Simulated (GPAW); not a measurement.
The system is TaN.

```
Ta N
1.0
     0.00000    2.21132    2.21132
     2.21132    0.00000    2.21132
     2.21132    2.21132    0.00000
Ta N
1 1
Direct
  0.50000 0.50000 0.50000
  0.00000 0.00000 0.00000
```

The cell comes from a database or a generator and needn't be the stable form of this composition.

Base run:

| Item | Value |
| --- | --- |
| Program | GPAW 26.7.0 |
| Functional | PBE |
| Potentials or basis | PAW data sets generated in the run's folder for this functional |
| Cutoff | 650 eV |
| Basis | pw |
| k mesh | 8 × 8 × 8 |
| Occupations | fermi-dirac, width 0.05 eV |
| Spin | no spin polarisation |
| Hubbard terms | Ta d U = 6 eV |

Its results: band gap on the k mesh none (metal or under the smearing width); pressure 12.2 GPa.

Problem. The run is repeated on the same cell with these changes: functional from PBE to PBEsol; hubbard terms from Ta d U = 6 eV to Ta d U = 6.2 eV. What comes out?

Solution. Band gap on the k mesh none (metal or under the smearing width); pressure 3.3 GPa.

Several settings changed at once, so the effect can't be laid on one alone.

Caveats: the cutoff is short for stress and forces, so pressures can be off by a GPa or more; U without spin polarisation on a metal has little footing.
